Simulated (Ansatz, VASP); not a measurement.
## Two plane-wave programs on CdS

INCAR

```
PREC = Accurate ; ENCUT = 600
EDIFF = 1E-7 ; ISMEAR = -1
SIGMA = 0.05 ; LREAL = F
LASPH = T ; NELM = 100
ALGO = Normal ; ISIF = 3
LWAVE = F ; LCHARG = F
GGA = RP ; IBRION = 2
NSW = 60 ; EDIFFG = -0.01
```

Contents of KPOINTS:

```
Automatic mesh
0
Gamma
  8 8 8
```

POSCAR

```
CdS
1.0
    0.0000000000      2.7532440000      2.7532440000
    2.7532440000      0.0000000000      2.7532440000
    2.7532440000      2.7532440000      0.0000000000
Cd S
1 1
Direct
    0.0000000000      0.0000000000      0.0000000000
    0.5000000000      0.5000000000      0.5000000000
```

Contents of input.yaml:

```yaml
crystal:
  lattice:
    - [0.0, 2.753244, 2.753244]
    - [2.753244, 0.0, 2.753244]
    - [2.753244, 2.753244, 0.0]
  atoms:
    - { symbol: Cd, position: [0.0, 0.0, 0.0] }
    - { symbol: S, position: [0.5, 0.5, 0.5] }
hamiltonian:
  xc: rpbe
  pseudopotentials: { kind: paw }
kpoints:
  mp_grid: { grid: [8, 8, 8] }
scf:
  occupations: { method: fermi_dirac, width: 0.05 }
output:
  forces: true
  stress: true
  eigenvalues: true
relax:
  f_tol: 0.01
  max_steps: 40
  cell: { stress_tol: 0.05 }
```

Measurements of this composition are mostly on another form, of space group No. 186.

Alike in both runs: task relaxation of cell and atoms; functional RPBE; k mesh 8 × 8 × 8; occupations fermi-dirac, width 0.05 eV; no spin polarisation.

```csv
,VASP,Ansatz
version,VASP 6.6.1,Ansatz 0.2.0
potentials or method,"VASP PAW PBE potentials, release 64 (Cd, S)",Ansatz PAW
plane-wave cutoff (eV),600,420
valence electrons in the cell,18,26
```

VASP gave:

- gap on the k mesh at the Fermi level, each at its own relaxed structure (eV): 0.37
- relaxed volume (Å³/atom): 21.62
- relaxed cell length with the largest relative difference (Å): 3.940
- energy change over the relaxation (meV/atom): -6

Q: What did Ansatz give for the same quantities?

A: gap on the k mesh at the Fermi level, each at its own relaxed structure (eV): 0.38; relaxed volume (Å³/atom): 21.53; relaxed cell length with the largest relative difference (Å): 3.934; energy change over the relaxation (meV/atom): -4.

The two sets of potentials don't hold the same shells in valence.

Caveats: the PAW data sets were made with another functional, which shifts forces and pressure a little (VASP); the plane-wave basis is chosen anew once the cell has moved, so the energies of steps on either side of that aren't comparable (Ansatz); the PAW data sets come from PBE, with cores solved anew for the run's functional, which leaves a small shift of forces and pressure (Ansatz).
